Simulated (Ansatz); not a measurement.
# TePb: the cost of one run

Computed with Ansatz 0.2.0 (DFT PBEsol, scalar-relativistic, plane waves, PAW, unless a step's input says otherwise).

That is the level of the relaxation; later steps name their own.

1 further run of the same task is left out (set aside as unsound or not needed).

## Step 1: Starting point

Symmetry: Fm-3m, No. 225, cubic system. The conventional cell has a = 6.443 Å, b = 6.443 Å, c = 6.443 Å, α = 90.00°, β = 90.00°, γ = 90.00°. Te (site symmetry m-3m) is surrounded by 6 Pb at 3.22 Å. Pb (site symmetry m-3m) has 6 Te at 3.22 Å as nearest neighbours.

Structure file:

```xyz
2
Lattice="0.0000 3.2216 3.2216 3.2216 0.0000 3.2216 3.2216 3.2216 0.0000" Properties=species:S:1:pos:R:3 pbc="T T T"
Te    3.2216    3.2216    3.2216
Pb    0.0000    0.0000    0.0000
```

It is the result of an earlier relaxation at this level (volume 33.43 Å³/atom; gap on the mesh: 0.65 eV).

## Step 2: Band edges over the whole zone

Input file input.yaml:

```yaml
crystal:
  lattice:
    - [0.0, 3.2215664007, 3.2215664007]
    - [3.2215664007, 0.0, 3.2215664007]
    - [3.2215664007, 3.2215664007, 0.0]
  atoms:
    - { symbol: Te, position: [0.5, 0.5, 0.5] }
    - { symbol: Pb, position: [0.0, 0.0, 0.0] }
basis:
  ecutwfc: 420
kpoints:
  mp_grid: { grid: [8, 8, 8] }
  band_path: { path: [VBM, CBM], npoints: 2 }
hamiltonian:
  xc: pbesol
scf:
  occupations: { method: gaussian, width: 0.02 }
output:
  forces: true
  stress: true
  eigenvalues: true
```

Started as:

```sh
$ ansatz run input.yaml --threads 2 --pin off --max-ram 5120MiB --backend cpu --events-out ev --progress --plain --runs-dir out
```

What time and memory should one allow on 2 threads of Arm Neoverse V1, shared host?

About 2.9 s, with a peak of 0.35 GiB.
